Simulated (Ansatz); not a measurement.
**Two states of Eu**

```
CELL_PARAMETERS angstrom
-2.27165 6.93943 2.37662
2.39209 2.35994 7.10989
2.27637 2.29210 -2.30878
ATOMIC_POSITIONS crystal
Eu 0.04163 0.95245 0.93813
Eu 0.49755 0.49745 0.98738
Eu 0.47536 0.99101 0.48465
Eu 0.02325 0.49037 0.50967
```

Level: PBE; 420 eV; 3×3×5 (shifted by 0, 0.5, 0.5 steps) mesh; fermi-dirac occupations (width 0.0632 eV); Ansatz 0.2.0, fixed geometry.

State A: Eu1 up, Eu2 up, Eu3 up, Eu4 up (collinear spin). State B: Eu1 up, Eu2 down, Eu3 up, Eu4 down (collinear spin).

**Question.** Which state is lower, and how do they differ?

**Answer.** State A is lower by 17.6 meV an atom at zero smearing.

| state | free energy (meV/atom) | largest moment in a small sphere (μB) | net moment (μB/cell) | gap on mesh (eV) | pressure (GPa) | largest force (eV/Å) |
| --- | --- | --- | --- | --- | --- | --- |
| A | 0.0 | 7.08 | 29.73 | metal | -1.5 | 0.49 |
| B | 17.9 | 7.00 | 0.05 | metal | -1.5 | 0.59 |

Origin: a strained cell with displaced atoms, so it need not be a known compound. Caveats: the k mesh is coarse if the cell is a metal; f shells without a U or exact exchange are poorly placed.
